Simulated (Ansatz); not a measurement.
# BaTiO3: the cost of one run

Method: DFT PBE, scalar-relativistic, plane waves, PAW, in Ansatz 0.2.0.

3 further runs of the same task are left out: 3 set aside as unsound or not needed.

## Step 1: Starting point

The cell holds 30 atoms (Ba6HfO18Ti5): a = 7.055 Å, b = 7.055 Å, c = 9.148 Å, α = 74.73°, β = 74.73°, γ = 68.53°.

The coordinates of this cell stand in the input of its own run.

The host was relaxed before at PBE: a = 3.973 Å, b = 5.781 Å, c = 5.831 Å, α = 90.00°, β = 90.00°, γ = 90.00° (conventional cell), 13.390 Å³/atom.

Places, in fractions of the supercell: Hf in place of Ti at (0.821, 0.321, 0.667). The start keeps the symmetry of the ideal site.

## Step 2: Band edges of the host over the zone

input.yaml

```yaml
crystal:
  lattice:
    - [3.9725052732, 0.0, 0.0]
    - [0.0, 2.8904444992, 2.915385394]
    - [0.0, -2.8904444992, 2.915385394]
  atoms:
    - { symbol: Ba, position: [0.0, 0.0082750956, 0.0082750956] }
    - { symbol: Ti, position: [0.5, 0.5244580659, 0.5244580659] }
    - { symbol: O, position: [0.5, 0.9731675967, 0.489942916] }
    - { symbol: O, position: [0.5, 0.489942916, 0.9731675967] }
    - { symbol: O, position: [0.0, 0.4840563259, 0.4840563259] }
basis:
  ecutwfc: 420
  xc_grid: 2
kpoints:
  mp_grid: { grid: [6, 6, 6] }
  band_path: { path: [VBM, CBM], npoints: 2 }
hamiltonian:
  xc: pbe
scf:
  occupations: { method: gaussian, width: 0.02 }
output:
  forces: true
  stress: true
  eigenvalues: true
```

Run with:

```sh
> ansatz run input.yaml --threads 8 --pin off --max-ram 16384MiB --backend cpu --events-out ev --progress --plain --runs-dir out
```

Q: Estimate wall time and peak memory on 8 threads of Intel Xeon 6975P-C (Granite Rapids), shared host.

About 2.4 s, with a peak of 0.5 GiB.
